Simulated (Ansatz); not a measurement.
# Lattice dynamics of LiBr (Fm-3m), part 2 of 3

Aim: the vibrations of LiBr (Fm-3m), their spectra, and whether the structure is stable.

Ansatz 0.2.0; DFT LDA, scalar-relativistic, plane waves, PAW; PAW set soft_1.

So far. Step 4 (Relaxing to small forces for the phonons): The forces vanish by symmetry and the pressure is -0.001 GPa, within the tolerances set. The cell now holds 18.72 Å³/atom. The relaxed cell has a = 5.310 Å (conventional setting).

### Step 5. Linear response at the zone centre

The zone centre comes first: it holds the modes that light can see, as far as symmetry allows. The response to a homogeneous field gives the Born charges and the dielectric tensor, and its change with displacement the Raman tensors.

File input.yaml:

```yaml
crystal:
  lattice:
    - [0.0, 2.6550638013, 2.6550638013]
    - [2.6550638013, 0.0, 2.6550638013]
    - [2.6550638013, 2.6550638013, 0.0]
  atoms:
    - { symbol: Li, position: [0.0, 0.0, 0.0] }
    - { symbol: Br, position: [0.5, 0.5, 0.5] }
kpoints:
  mp_grid: { grid: [8, 8, 8] }
hamiltonian:
  xc: lda
  pseudopotentials: { kind: paw, azcp: { folder: soft_1 }, xc_functional: pbe }
scf:
  occupations: { method: fixed }
output:
  eigenvalues: true
phonons:
  method: dfpt
  dielectric: true
  rigid_motions: translations
  raman: true
```

Launch:

```bash
$ ansatz run input.yaml --threads 4 --pin off --max-ram 10240MiB --backend cpu --events-out ev --progress --plain --runs-dir out
```

Numbers of over 12 decimals in the logs are rounded to 6 here.

Log:

```text
[...]
Crystal: 2 atoms, lattice volume = 37.433 Å³
Basis set: ecut = 420 eV, 725 PW (Γ), exchange–correlation on 54×54×54 points (8 copies of the dense FFT grid, shifted against one another)
Bands: 9, of which v1, the nominal top of the filled ones, is band 5 counted from 1 (4 counted from 0)
Symmetry: 48 space group operations
k-points: 59 of 512 (irreducible under 8 space group operations, time reversal used)
[...]
SCF iter   1: F=—  HF=-2898.727526 eV  |F-HF|=—  |Δ(HF+E_count)|=         —  Δρ=2.33e-2  dr2=1.66e-1  ethr=3.10e-3  ⟨swp⟩=4.0  Hψ=2876  notcnv=0  defer=81
[...]
SCF iter   7: F=-2898.688471 eV  HF=-2898.688471 eV  |F-HF|=2.27e-12  |Δ(HF+E_count)|=  6.82e-11  Δρ=1.59e-7  dr2=3.08e-12  ethr=1.00e-12  ⟨swp⟩=8.0  Hψ=3232  notcnv=0
SCF 1 converged in 7 iterations: F = -2898.688471 eV  dr2 = 3.08e-12
[...]
DFPT response loops at Γ: preconditioner auto → none (the input reference at scf.mixing.eps_inf says where Resta's filter doesn't serve); β = 0.50; Broyden in place of MSR1
── the response to a field inside a basis, on 10×10×10 k-points: an SCF that follows is theirs, and a resumed run solves both again ──
Bands: 6, of which v1, the nominal top of the filled ones, is band 5 counted from 1 (4 counted from 0)
k-points: 110 of 1000 (irreducible under 12 space group operations)
[...]
Eigensolver: Dense (110 Hₖ)
SCF iter   1: F=—  HF=-2898.688412 eV  |F-HF|=—  |Δ(HF+E_count)|=         —  Δρ=5.52e-5  dr2=2.09e-7  ethr=1.00e-1
[...]
SCF iter   4: F=-2898.688412 eV  HF=-2898.688412 eV  |F-HF|=4.55e-13  |Δ(HF+E_count)|=  1.54e-10  Δρ=1.56e-7  dr2=6.12e-12  ethr=4.34e-12
SCF 1 converged in 4 iterations: F = -2898.688412 eV  dr2 = 6.12e-12
[...]
SCF converged after 7 iterations
Free energy (F): -2898.688471 eV
[...]
Internal energy: -2898.688471 eV  (E = F + TS)
E sigma→0 (E₀):  -2898.688471 eV
Fermi energy:    2.781555 eV
[...]
--- Band table (eV; the first three rows and the last of 59) ---
[...]
--- Phonons (Γ-DFPT): 2 representative perturbations + reference, on 59 of 512 k-points (Σ response iterations 7) ---
  k mesh reduced under 8 symmetry operations, with k and −k counted as one. Each operation leaves every solved perturbation unchanged. A smaller set is not considered because the run solves the response to a homogeneous field
  ASR residual: 2.626e-5 → 0.000e0 eV/Å²; symmetrization residual: 1.335e-7 eV/Å²
  ASR residual per site (eV/Å²): 2.60e-5 2.63e-5
  Γ frequencies (cm⁻¹): 0.00 0.00 0.00 195.91 195.91 195.91
  ε∞ (high-frequency dielectric tensor):
        3.689810     0.000000     0.000000
        0.000000     3.689810     0.000000
        0.000000     0.000000     3.689810
  ε⁰ (static dielectric tensor: ions relaxed, cell fixed):
       11.569577     0.000000     0.000000
        0.000000    11.569577     0.000000
        0.000000     0.000000    11.569577
  ε⁰ − ε∞ (ionic part):
        7.879767     0.000000     0.000000
        0.000000     7.879767     0.000000
        0.000000     0.000000     7.879767
  softest optical mode at Γ: 195.91 cm⁻¹; the repairs (sum rule, projections) moved no ω² at Γ by more than (1.02 cm⁻¹)²
  Born effective charges Z* (e; rows j = field, columns β = displacement):
    site 0:
         1.21206    0.00000   -0.00000
        -0.00000    1.21206    0.00000
         0.00000    0.00000    1.21206
    site 1:
        -1.21206   -0.00000    0.00000
         0.00000   -1.21206   -0.00000
        -0.00000   -0.00000   -1.21206
  Z* charge neutrality: 2.834e-4 e pre-enforcement
  solved inside a basis spanned on kpoints, on 10×10×10 k-points: ε∞ is read to err by 8.3e-3, Z* by 7.6e-3 e (field_mesh: kpoints solves on kpoints); Z* is corrected for what the basis lacks
  Raman tensors (in the event stream and the table raman_tensors.tsv): an entry may err by 1.1e-4 Å², one of the second-order susceptibility by 1.5e-20 pm/V (basis, points and sum rule); their sum over the sites missed zero by 5.294e-22 Å² ahead of its enforcement
  optical modes at Γ without the LO–TO term, one row a degenerate level:
      ω (cm⁻¹)  modes    IR ((D/Å)²/amu)  static Raman (Å⁴/amu)  depolarisation
        195.91      3            15.9238                 0.0000               —
  optical modes at Γ + LO–TO along q̂ = [1.0000, 0.0000, 0.0000]:
      ω (cm⁻¹)  modes    IR ((D/Å)²/amu)  static Raman (Å⁴/amu)  depolarisation
        195.91      2            10.6158                 0.0000               —
        346.91      1             5.3079                 0.0000               —
  optical modes at Γ + LO–TO along q̂ = [0.0000, 1.0000, 0.0000]:
      ω (cm⁻¹)  modes    IR ((D/Å)²/amu)  static Raman (Å⁴/amu)  depolarisation
        195.91      2            10.6158                 0.0000               —
        346.91      1             5.3079                 0.0000               —
  optical modes at Γ + LO–TO along q̂ = [0.0000, 0.0000, 1.0000]:
      ω (cm⁻¹)  modes    IR ((D/Å)²/amu)  static Raman (Å⁴/amu)  depolarisation
        195.91      2            10.6158                 0.0000               —
        346.91      1             5.3079                 0.0000               —
```

Run time: 32 s. Hardware: 4 threads of Arm Neoverse V1, shared host; peak memory 0.58 GiB.

Numbers from this step:

| Quantity | Value |
| --- | --- |
| sum-rule residual before enforcement | 2.63e-5 eV/Å² |
| miss of the charge sum rule | 2.83e-4 e |
| estimated error of the dielectric tensor | 0.008316 |
| estimated error of the Born charges | 0.007572 e |
| point group | m-3m |
| highest optical mode at the zone centre (no LO-TO term) | 195.9 cm⁻¹ |
| lowest optical zone-centre mode | 195.9 cm⁻¹ |
| mean high-frequency dielectric constant | 3.690 |
| largest Born charge (third of the trace) | 1.212 e |
| mean static dielectric constant | 11.57 |
| top of the zone-centre spectrum with the field | 346.9 cm⁻¹ |

Without the LO-TO term. Patterns of degenerate modes are one choice out of their space. The modes at Γ (shares of kinetic energy by element, %):

```csv
mode,frequency (cm⁻¹),symmetry,Li %,Br %
1,0.0,acoustic,8,92
2,0.0,acoustic,8,92
3,0.0,acoustic,8,92
4,195.9,T1u,92,8
5,195.9,T1u,92,8
6,195.9,T1u,92,8
```

Displacements in mode 4 (195.9 cm⁻¹), the largest set to 1:
```
Li1  0.00  0.00  1.00
Br2  0.00  0.00 -0.09
```

Optical modes at the zone centre, without and with the macroscopic field of the longitudinal modes; each column is sorted by frequency, so a row need not hold one and the same mode. Modes with and without the field, by row:

```csv
rank among optical modes,no field (cm⁻¹),"q along (1, 0, 0) (cm⁻¹)"
1,195.9,195.9
2,195.9,195.9
3,195.9,346.9
```

Born charge (rows field, columns displacement) (e), principal values of the symmetric part by kind of site:

```csv
atom,atoms with these values,low,middle,high,mean
Li1,1,1.21,1.21,1.21,1.21
Br2,1,-1.21,-1.21,-1.21,-1.21
```

In full for Li1:

```
1.21 0.00 0.00
0.00 1.21 0.00
0.00 0.00 1.21
```

High-frequency dielectric tensor:

```
3.69 0.00 0.00
0.00 3.69 0.00
0.00 0.00 3.69
```

Static dielectric tensor (ions relaxed, fixed cell):

```
11.57  0.00  0.00
 0.00 11.57  0.00
 0.00  0.00 11.57
```

Transverse modes. Lines of the infrared spectrum (strongest = 100):

```csv
position (cm⁻¹),label,relative intensity
196,T1u,100
```

Before it was imposed, the acoustic sum rule was missed by 2.6e-5 eV/Å² and the charge sum rule by 2.8e-4 e. Small misses are needed for a sound result but don't prove that mesh and cutoff are converged. The lowest optical mode is real, 196 cm⁻¹.

### Step 6. Phonons on a q mesh

Stability and thermal properties need the whole zone. Linear response on a 4×4×4 q mesh gives force constants as far as a supercell of that size would, and the tensors from the zone-centre run are typed in so that the long-range dipole term is interpolated apart.

input.yaml, the sections that differ from step 5:

```yaml
phonons:
  method: dfpt
  qmesh: [4, 4, 4]
  temperatures: { t_max: 1000, t_step: 50 }
  qpath:
    path:
      - [[0.0, 0.0, 0.0], [0.5, 0.0, 0.5], [0.625, 0.25, 0.625]]
      - [[0.375, 0.375, 0.75], [0.0, 0.0, 0.0], [0.5, 0.5, 0.5], [0.5, 0.25, 0.75], [0.5, 0.0, 0.5]]
    npoints: 10
  non_analytic_term:
    high_frequency_dielectric_tensor: [[3.6898, 0.0, 0.0], [0.0, 3.6898, 0.0], [0.0, 0.0, 3.6898]]
    born_effective_charges:
      - { species: Li, tensor: [[1.2121, 0.0, 0.0], [0.0, 1.2121, 0.0], [0.0, 0.0, 1.2121]] }
      - { species: Br, tensor: [[-1.2121, 0.0, 0.0], [0.0, -1.2121, 0.0], [0.0, 0.0, -1.2121]] }
    source: "zone-centre run at this cell"
# crystal, kpoints, hamiltonian, scf, output: as in step 5
```

Log:

```text
[...]
Crystal: 2 atoms, lattice volume = 37.433 Å³
Basis set: ecut = 420 eV, 725 PW (Γ), exchange–correlation on 54×54×54 points (8 copies of the dense FFT grid, shifted against one another)
Bands: 9, of which v1, the nominal top of the filled ones, is band 5 counted from 1 (4 counted from 0)
Symmetry: 48 space group operations
k-points: 29 of 512
[...]
SCF iter   1: F=—  HF=-2898.727515 eV  |F-HF|=—  |Δ(HF+E_count)|=         —  Δρ=2.33e-2  dr2=1.66e-1  ethr=3.10e-3  ⟨swp⟩=4.0  Hψ=1416  notcnv=0  defer=34
[...]
SCF iter   7: F=-2898.688471 eV  HF=-2898.688471 eV  |F-HF|=4.55e-13  |Δ(HF+E_count)|=  7.64e-11  Δρ=1.60e-7  dr2=3.05e-12  ethr=1.00e-12  ⟨swp⟩=7.9  Hψ=1568  notcnv=0
SCF 1 converged in 7 iterations: F = -2898.688471 eV  dr2 = 3.05e-12
[...]
NSCF: frozen V_eff on 29 k-points
[...]
DFPT response loops at q = (0, 0, 0) (fractional): preconditioner auto → none (the input reference at scf.mixing.eps_inf says where Resta's filter doesn't serve); β = 0.50; Broyden in place of MSR1
[...]
SCF converged after 7 iterations
Free energy (F): -2898.688471 eV
[...]
Internal energy: -2898.688471 eV  (E = F + TS)
E sigma→0 (E₀):  -2898.688471 eV
Fermi energy:    2.781555 eV
[...]
--- Band table (eV; the first three rows and the last of 29) ---
[...]
--- Phonons (Γ-DFPT): 2 representative perturbations + reference (Σ response iterations 7) ---
  ASR residual: 3.029e-5 → 0.000e0 eV/Å²; symmetrization residual: 9.717e-8 eV/Å²
  ASR residual per site (eV/Å²): 2.60e-5 3.03e-5
  Γ frequencies (cm⁻¹): 0.00 0.00 0.00 195.91 195.91 195.91
--- Phonons (arbitrary-q DFPT): 8 irreducible q on the 4×4×4 mesh ---
  q = [0.0000, 0.0000, 0.0000] (star 1, of the zone-centre solve; hermiticity 2.16e-7, symmetrization 1.78e-12): -0.00 0.00 0.00 195.91 195.91 195.91
  q = [0.0000, 0.0000, 0.2500] (star 8, 2 solved perturbations on 288 of 512 k-point pairs; hermiticity 6.75e-8, symmetrization 2.36e-13): 56.20 56.20 95.68 204.83 204.83 359.84
[...]
q = [0.0000, 0.2500, 0.2500] (star 6, 4 solved perturbations in 528 linear systems a pass and spin channel, the states on 164 of 512 k-point pairs; hermiticity 1.80e-7, symmetrization 6.69e-14): 60.96 60.96 105.23 202.99 202.99 288.39
[...]
sum rule: each row above includes the acoustic sum rule's correction from the zone centre's row sums; it moved no ω² by more than (1.01 cm⁻¹)²
  mesh force constants: q→R imaginary residual 2.21e-18; ASR residual 3.029e-5 → 0.000e0 eV/Å²; symmetrization residual 1.110e-15 eV/Å²
  interpolated dispersion: 63 rows × 6 modes
  density of states and harmonic sums: on the 20×20×20 q-mesh, interpolated from the force constants of a 4×4×4 supercell (with the dipole–dipole term of supplied tensors)
  largest difference from the sums on the solved wave vectors: F 1.21e-2 eV, S 1.61e-5 and C_V 3.99e-6 eV/K
  zero-point energy: 0.061524 eV/cell   skipped modes (ω ≤ 0): 3   left out of the sums: 6.25e-5 of the cell's modes: C_V's classical limit lies that fraction below 3 k_B per atom; for a crystal, a wire or a layer, F and S can be off by more, and a phonons.interpolated_qmesh denser along its periods is the remedy for the sampling
```

It took 40 s on 4 threads; peak memory 0.61 GiB; 2.5 min of CPU time.

Numbers from this step:

* sum-rule residual before enforcement: 3.03e-5 eV/Å²
* lowest frequency on the path: 0 cm⁻¹
* highest frequency on the path or at a solved wavevector: 373.8 cm⁻¹
* mean frequency: 165.4 cm⁻¹
* Debye temperature (second moment): 344 K
* logarithmic mean frequency: 143.8 cm⁻¹
* lowest mode on the q mesh (acoustic modes at Γ apart): 56.2 cm⁻¹
* zero-point energy per atom: 30.76 meV
* heat capacity at 300 K: 23.41 J/(mol atoms K)
* vibrational entropy at 300 K: 34.99 J/(mol atoms K)
* edges of the widest gap between branches, on path and mesh: 130.8, 194.4 cm⁻¹

Frequencies (cm⁻¹) solved at each irreducible wavevector; negative means imaginary. Frequencies by wavevector, by row:

```csv
q in reciprocal lattice units,star,mode 1,mode 2,mode 3,mode 4,mode 5,mode 6
0 0 0,1,0,0,0,195.9,195.9,195.9
0 0 0.25,8,56.2,56.2,95.7,204.8,204.8,359.8
0 0 -0.5,4,76.7,76.7,130.8,214.5,214.5,373.8
0 0.25 0.25,6,61,61,105.2,203,203,288.4
0 0.25 -0.5,24,80.3,98.3,116.2,208.4,216.2,283.9
0 0.25 -0.25,12,77.8,88.6,118.2,210.4,212.4,317.6
0 -0.5 -0.5,3,78.1,78.1,114.8,205,205,221.4
0.25 -0.5 -0.25,6,100.7,102.5,102.5,216.1,216.1,248.4
```

Interpolated from a 4×4×4 q mesh, with the LO-TO term (at Γ the limit along the path; where Γ stands inside the path, tables give the limit on arrival). Phonon branches along the path, in cm⁻¹:

```csv
point,branch 1,branch 2,branch 3,branch 4,branch 5,branch 6
Γ,0,0,0,196,196,347
halfway,61,61,105,203,203,288
X,78,78,115,205,205,221
halfway,80,89,114,207,220,221
U,84,108,110,212,218,254
jump to K,84,108,110,212,218,254
halfway,66,71,105,202,215,336
Γ,0,0,0,196,196,347
halfway,56,56,96,205,205,360
L,77,77,131,214,214,374
halfway,84,97,121,214,216,308
W,101,102,102,216,216,248
halfway,87,92,112,210,220,228
X,78,78,115,205,205,221
```

The phonon branches as a text plot (rows in cm⁻¹):

```
    366 |                                   ********
    350 |**                      ***********        *
    335 |  **                   *                    *
    319 |                    ***
    304 |    **                                       *
    288 |      *            *                          *
    273 |                  *                            *
    257 |       *         *                              *
    241 |        *       *                                ****
    226 |         *********                                 *****
    210 |  *****    *****************       *********************
    195 |**     ****            ************
    179 |
    164 |
    148 |
    132 |                                      ******
    117 |       ****************              *      ****   *****
    101 |      *        *****   *           **        ********
     86 |    **      *********** *         *      *******   *****
     70 |   *   *****          ** **      *  ******
     55 |  * ***                 *  *      **
     39 |   *                     ***    **
     23 | **                         *  **
      8 |**                           ***
         Γ           X  U|K            Γ         L        W     X
```

Tetrahedra on a 20×20×20 mesh, mean over bins of 5 cm-1. Interpolated from a 4×4×4 q mesh. Table of phonon density of states by wavenumber; read off at these points:

wavenumber (cm⁻¹), phonon density of states (1/cm⁻¹/cell) and a bar:
```
        2      0.000 
       18      0.001 
       28      0.002 
       42      0.005 #
       52      0.009 ##
       68      0.024 ####
       78      0.066 ###########
       82      0.079 ##############
       92      0.040 #######
      102      0.032 #####
      118      0.071 ############
      132      0.000 
      142      0.000 
      158      0.000 
      168      0.000 
      182      0.000 
      192      0.000 
      208      0.092 ################
      212      0.174 ##############################
      218      0.066 ###########
      232      0.004 #
      242      0.005 #
      258      0.007 #
      272      0.007 #
      282      0.007 #
      298      0.007 #
      308      0.007 #
      322      0.008 #
      332      0.009 #
      348      0.011 ##
      358      0.005 #
      372      0.001
```

(Part 2 of 3 ends here.)

[Logs are printed without paths, hosts, clocks, repeated set-up lines and the standing remarks that a program may print on its own settings, such as how far it seeks lower states.]

[Hosts, paths, dates, database ids (printed as entryN), source tags and the programs' standing remarks are cut or masked in the printed files.]
